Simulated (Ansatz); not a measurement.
# Zn15Se17: the cost of one run

Program: Ansatz 0.2.0. Level of theory: DFT PBE, scalar-relativistic, plane waves, PAW. These are calculated values, not measurements.

1 further run of the same task is left out (set aside as unsound or not needed).

**1. Starting point**

It takes space group F-43m (No. 216, cubic). The conventional cell has a = 5.732 Å, b = 5.732 Å, c = 5.732 Å, α = 90.00°, β = 90.00°, γ = 90.00°. Zn (site symmetry -43m) is surrounded by 4 Se at 2.48 Å. Se (site symmetry -43m) is surrounded by 4 Zn at 2.48 Å.

Coordinates:

```
CELL_PARAMETERS angstrom
0.00000 2.86588 2.86588
2.86588 0.00000 2.86588
2.86588 2.86588 0.00000
ATOMIC_POSITIONS crystal
Zn 0.00000 0.00000 0.00000
Se 0.75000 0.75000 0.75000
```

It goes back to an entry of the Materials Project.

It is the result of an earlier relaxation at this level (volume 23.54 Å³/atom; gap on the mesh: 1.15 eV).

The host's static dielectric tensor, from an earlier linear-response run, has a mean of 10.79.

The perfect supercell (rows -1 -1 3; 3 -1 -1; -1 3 -1 in vectors of this cell) comes from an earlier run at this level (32 atoms, E(σ→0) -140632.6140 eV, gap 2.97 eV on its own mesh).

**2. Making the defect**

The atom at (0.500, 0.500, 0.000) of the supercell is replaced. A small random displacement (spread 0.05 Å) lets the symmetry of the site break. Its neighbours are 4 Se at 2.48 Å.

**3. Charge state 0**

input.yaml reads:

```yaml
crystal:
  lattice:
    - [5.7317611761, 5.7317611761, -5.7317611761]
    - [-5.7317611761, 5.7317611761, 5.7317611761]
    - [5.7317611761, -5.7317611761, 5.7317611761]
  atoms:
    - { symbol: Se, position: [0.49896271, 0.4968549693, 0.0074017135] }
    - { symbol: Zn, position: [0.25, 0.5, 0.25] }
    - { symbol: Zn, position: [0.0, 0.5, 0.5] }
    - { symbol: Zn, position: [0.5, 0.75, 0.75] }
    - { symbol: Zn, position: [0.75, 0.5, 0.75] }
    - { symbol: Zn, position: [0.25, 0.75, 0.0] }
    - { symbol: Zn, position: [0.0, 0.75, 0.25] }
    - { symbol: Zn, position: [0.5, 0.0, 0.5] }
    - { symbol: Zn, position: [0.75, 0.75, 0.5] }
    - { symbol: Zn, position: [0.25, 0.0, 0.75] }
    - { symbol: Zn, position: [0.0, 0.0, 0.0] }
    - { symbol: Zn, position: [0.5, 0.25, 0.25] }
    - { symbol: Zn, position: [0.75, 0.0, 0.25] }
    - { symbol: Zn, position: [0.25, 0.25, 0.5] }
    - { symbol: Zn, position: [0.0, 0.25, 0.75] }
    - { symbol: Zn, position: [0.75, 0.25, 0.0] }
    - { symbol: Se, position: [0.5030591599, 0.7501292308, 1.0039592151] }
    - { symbol: Se, position: [0.25, 0.75, 0.25] }
    - { symbol: Se, position: [0.0, 0.75, 0.5] }
    - { symbol: Se, position: [0.5, 1.0, 0.75] }
    - { symbol: Se, position: [0.75, 0.75, 0.75] }
    - { symbol: Se, position: [0.25, 1.0, 1.0] }
    - { symbol: Se, position: [0.0, 0.0, 0.25] }
    - { symbol: Se, position: [0.5, 0.25, 0.5] }
    - { symbol: Se, position: [0.75, 0.0, 0.5] }
    - { symbol: Se, position: [0.2363238978, 0.24567407, 0.7473317095] }
    - { symbol: Se, position: [0.0, 0.25, 0.0] }
    - { symbol: Se, position: [0.4976448425, 0.4996449219, 0.2455827774] }
    - { symbol: Se, position: [0.75, 0.25, 0.25] }
    - { symbol: Se, position: [0.25, 0.5, 0.5] }
    - { symbol: Se, position: [0.0, 0.5, 0.75] }
    - { symbol: Se, position: [0.7535800664, 0.5131795074, 0.0028212223] }
  host:
    lattice:
      - [0.0, 2.865880588, 2.865880588]
      - [2.865880588, 0.0, 2.865880588]
      - [2.865880588, 2.865880588, 0.0]
    atoms:
      - { symbol: Zn, position: [0.0, 0.0, 0.0] }
      - { symbol: Se, position: [0.75, 0.75, 0.75] }
basis:
  ecutwfc: 420
  xc_grid: 2
kpoints:
  mp_grid: { grid: [2, 2, 2], shift: [0.5, 0.5, 0.5] }
hamiltonian:
  xc: pbe
scf:
  occupations: { method: gaussian, width: 0.01 }
output:
  forces: true
  stress: false
  eigenvalues: true
  charged_corrections:
    defect_position: [0.5, 0.5, 0.0]
    epsilon: [[10.789, 0.0, 0.0], [0.0, 10.789, 0.0], [0.0, 0.0, 10.789]]
  write_density: true
  write_potential: true
  elf: true
  volumetric_format: npy
relax:
  adjacent_minimum: "off"
  f_tol: 0.025
  max_steps: 45
```

Launch:

```
$ ansatz run input.yaml --threads 4 --pin off --max-ram 10240MiB --backend cpu --events-out ev --progress --plain --runs-dir out
```

Q: Estimate wall time and peak memory on 4 threads of Arm Neoverse V2, shared host.

About 6.9 min, with a peak of 3.8 GiB.
